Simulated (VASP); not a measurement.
# Cd (P6_3/mmc) in VASP: single point with PBEsol

Aim: the single point of Cd with PBEsol.

All numbers are computed with VASP 6.6.1; they aren't measurements. Logs are shortened: lines on timing, memory, paths and dates and some standing lists are left out, and cuts for length are marked.

**1. Starting point**

Symmetry: P6_3/mmc, No. 194, hexagonal system. The conventional cell has a = 2.951 Å, b = 2.951 Å, c = 5.602 Å, α = 90.00°, β = 90.00°, γ = 120.00°. Cd (site symmetry -6m2) is surrounded by 12 Cd at 2.95 to 3.28 Å.

**2. Single point, PBEsol, non-collinear spin, zero start, spin-orbit coupling**

INCAR

```
ALGO = Normal
EDIFF = 1E-7
ENCUT = 520
GGA = PS
GGA_COMPAT = False
ISIF = 2
ISMEAR = 0
LASPH = True
LCHARG = True
LNONCOLLINEAR = True
LORBIT = 11
LREAL = False
LSORBIT = True
LVHAR = True
LWAVE = False
MAGMOM = 0 0 0 0 0 0
NBANDS = 36
NELM = 100
PREC = Accurate
SIGMA = 0.1
```

KPOINTS

```
k-points
0
Gamma
  18 18 8
```

POSCAR

```
Cd
1.0
    2.9511000000      0.0000000000      0.0000000000
   -1.4755500000      2.5557300000      0.0000000000
    0.0000000000      0.0000000000      5.6024900000
Cd
2
Direct
    0.3333300000      0.6666700000      0.2500000000
    0.6666700000      0.3333300000      0.7500000000
```

Potentials or basis: VASP PAW PBE potentials, release 64 (Cd).

Run with:

```bash
cat potpaw_PBE.64/Cd/POTCAR > POTCAR
mpirun -np 1 vasp_ncl > vasp.out
```

OUTCAR:

```text
EDIFF = 1E-7
   ENCUT = 520
   GGA = PS
   ISIF = 2
   ISMEAR = 0
   LASPH = True
   LNONCOLLINEAR = True
   LORBIT = 11
   LREAL = False
   LSORBIT = True
   NELM = 100
   PREC = Accurate

 ion  position               nearest neighbor table
   1  0.333  0.667  0.250-   2 3.28   2 3.28   2 3.28   2 3.28   2 3.28   2 3.28
   2  0.667  0.333  0.750-   1 3.28   1 3.28   1 3.28   1 3.28   1 3.28   1 3.28

  LATTYP: Found a hexagonal cell.
 ALAT       =     2.9511000000
 C/A-ratio  =     1.8984412592

  Lattice vectors:

 A1 = (   2.9511000000,   0.0000000000,   0.0000000000)
 A2 = (  -1.4755500000,   2.5557300000,   0.0000000000)
 A3 = (   0.0000000000,   0.0000000000,   5.6024900000)

Analysis of symmetry for initial positions (statically):
=====================================================================
 Subroutine PRICEL returns:
 Original cell was already a primitive cell.

 Routine SETGRP: Setting up the symmetry group for a
 hexagonal supercell.

 Subroutine GETGRP returns: Found  8 space group operations
 (whereof  4 operations were pure point group operations)
 out of a pool of 24 trial point group operations.

The static configuration has the point symmetry C_2h.
 The point group associated with its full space group is D_2h.

Analysis of symmetry for dynamics (positions and initial velocities):
=====================================================================
 Subroutine PRICEL returns:
 Original cell was already a primitive cell.

 Routine SETGRP: Setting up the symmetry group for a
 hexagonal supercell.

 Subroutine GETGRP returns: Found  8 space group operations
 (whereof  4 operations were pure point group operations)
 out of a pool of 24 trial point group operations.

The dynamic configuration has the point symmetry C_2h.
 The point group associated with its full space group is D_2h.

Analysis of structural, dynamic, and magnetic symmetry:
[... 1107 lines left out ...]

 [... further k-points ...]
[... 5 lines left out ...]
  --------------------------------------------------------------------------------------
  -------------------------------------------------------------------------------------
  Total       -0.0010404     -0.0010644      0.0076270     -0.0000208      0.0000000     -0.0000000
  in kB       -0.0394475     -0.0403573      0.2891890     -0.0007878      0.0000000     -0.0000000
  external PRESSURE =       0.0697947 kB  Pullay stress =       0.0000000 kB

 VOLUME and BASIS-vectors are now :
 -----------------------------------------------------------------------------
  energy-cutoff  :      520.00
  volume of cell :       42.26
      direct lattice vectors                 reciprocal lattice vectors
     2.951100000  0.000000000  0.000000000     0.338856698  0.195638819  0.000000000
    -1.475550000  2.555730000  0.000000000     0.000000000  0.391277639  0.000000000
     0.000000000  0.000000000  5.602490000     0.000000000  0.000000000  0.178492063

 POSITION                                       TOTAL-FORCE (eV/Angst)
 -----------------------------------------------------------------------------------
     -0.00001      1.70383      1.40062         0.000010     -0.000006      0.000000
      1.47556      0.85190      4.20187        -0.000010      0.000006     -0.000000
 -----------------------------------------------------------------------------------
    total drift:                                0.000000      0.000000      0.000000

  FREE ENERGIE OF THE ION-ELECTRON SYSTEM (eV)
  ---------------------------------------------------
  free  energy   TOTEN  =        -2.4621679323 eV

  energy  without entropy=       -2.4597913621  energy(sigma->0) =       -2.46097965

 Spin-Orbit-Coupling matrix elements

 Ion:    1  E_soc:     -0.0609661
 l=   1
     0.0000000    -0.0028019    -0.0031100
    -0.0028019     0.0000000    -0.0028019
    -0.0031100    -0.0028019     0.0000000
 l=   2
     0.0000000    -0.0014666     0.0000000    -0.0014666    -0.0059085
    -0.0014666     0.0000000    -0.0042779    -0.0014385    -0.0014666
     0.0000000    -0.0042779     0.0000000    -0.0042779     0.0000000
    -0.0014666    -0.0014385    -0.0042779     0.0000000    -0.0014666
    -0.0059085    -0.0014666     0.0000000    -0.0014666     0.0000000
 l=   3
     0.0000000     0.0000000     0.0000000     0.0000000     0.0000000     0.0000000     0.0000000
     0.0000000     0.0000000     0.0000000     0.0000000     0.0000000     0.0000000     0.0000000
     0.0000000     0.0000000     0.0000000     0.0000000     0.0000000     0.0000000     0.0000000
     0.0000000     0.0000000     0.0000000     0.0000000     0.0000000     0.0000000     0.0000000
     0.0000000     0.0000000     0.0000000     0.0000000     0.0000000     0.0000000     0.0000000
     0.0000000     0.0000000     0.0000000     0.0000000     0.0000000     0.0000000     0.0000000
     0.0000000     0.0000000     0.0000000     0.0000000     0.0000000     0.0000000     0.0000000

 Ion:    2  E_soc:     -0.0609661
 l=   1
     0.0000000    -0.0028019    -0.0031100
    -0.0028019     0.0000000    -0.0028019
    -0.0031100    -0.0028019     0.0000000
 l=   2
     0.0000000    -0.0014666     0.0000000    -0.0014666    -0.0059085
    -0.0014666     0.0000000    -0.0042779    -0.0014385    -0.0014666
     0.0000000    -0.0042779     0.0000000    -0.0042779     0.0000000
    -0.0014666    -0.0014385    -0.0042779     0.0000000    -0.0014666
    -0.0059085    -0.0014666     0.0000000    -0.0014666     0.0000000
 l=   3
     0.0000000     0.0000000     0.0000000     0.0000000     0.0000000     0.0000000     0.0000000
     0.0000000     0.0000000     0.0000000     0.0000000     0.0000000     0.0000000     0.0000000
     0.0000000     0.0000000     0.0000000     0.0000000     0.0000000     0.0000000     0.0000000
     0.0000000     0.0000000     0.0000000     0.0000000     0.0000000     0.0000000     0.0000000
     0.0000000     0.0000000     0.0000000     0.0000000     0.0000000     0.0000000     0.0000000
     0.0000000     0.0000000     0.0000000     0.0000000     0.0000000     0.0000000     0.0000000
     0.0000000     0.0000000     0.0000000     0.0000000     0.0000000     0.0000000     0.0000000

 total charge

# of ion       s       p       d       tot
------------------------------------------
    1        0.525   0.326   9.479  10.329
    2        0.525   0.326   9.479  10.329
--------------------------------------------------
tot          1.049   0.651  18.957  20.657

 magnetization (x)

# of ion       s       p       d       tot
------------------------------------------
    1        0.000   0.000   0.000   0.000
    2        0.000   0.000   0.000   0.000
--------------------------------------------------
tot          0.000   0.000   0.000   0.000

 magnetization (y)

# of ion       s       p       d       tot
------------------------------------------
    1        0.000   0.000   0.000   0.000
    2        0.000   0.000   0.000   0.000
--------------------------------------------------
tot          0.000   0.000   0.000   0.000

 magnetization (z)

# of ion       s       p       d       tot
------------------------------------------
    1        0.000   0.000   0.000   0.000
    2        0.000   0.000   0.000   0.000
--------------------------------------------------
tot          0.000   0.000   0.000   0.000
```

stdout:

```text
POSCAR found type information on POSCAR Cd
 POSCAR found :  1 types and       2 ions
 scaLAPACK will be used
 -----------------------------------------------------------------------------
|                                                                             |
|                                                                             |
|     You enforced a specific xc type in the INCAR file but a different       |
|     I HOPE YOU KNOW WHAT YOU ARE DOING!                                     |
|                                                                             |
 -----------------------------------------------------------------------------

 LDA part: xc-table for (Slater+PW92), standard interpolation
 POSCAR, INCAR and KPOINTS ok, starting setup
 FFT: planning ... GRIDC
 FFT: planning ... GRID_SOFT
 FFT: planning ... GRID
 WAVECAR not read
 entering main loop
```

Run time: 11 min. Hardware: 1 thread of AMD EPYC 9R45 (Zen 5), shared host; peak memory 0.89 GiB.

What came out:

| Property | Result |
| --- | --- |
| Free energy | -2.4622 eV |
| Pressure | 0.0 GPa |
| Net moment | 0.00 μB per cell |
| Valence electrons inside the program's atomic spheres | Cd 10.33 |

Moments on the atoms (μB; x, y, z):
```
Cd  0.00 0.00 0.00
Cd  0.00 0.00 0.00
```

Caveat: the PAW data sets were made with another functional, which shifts forces and pressure a little.
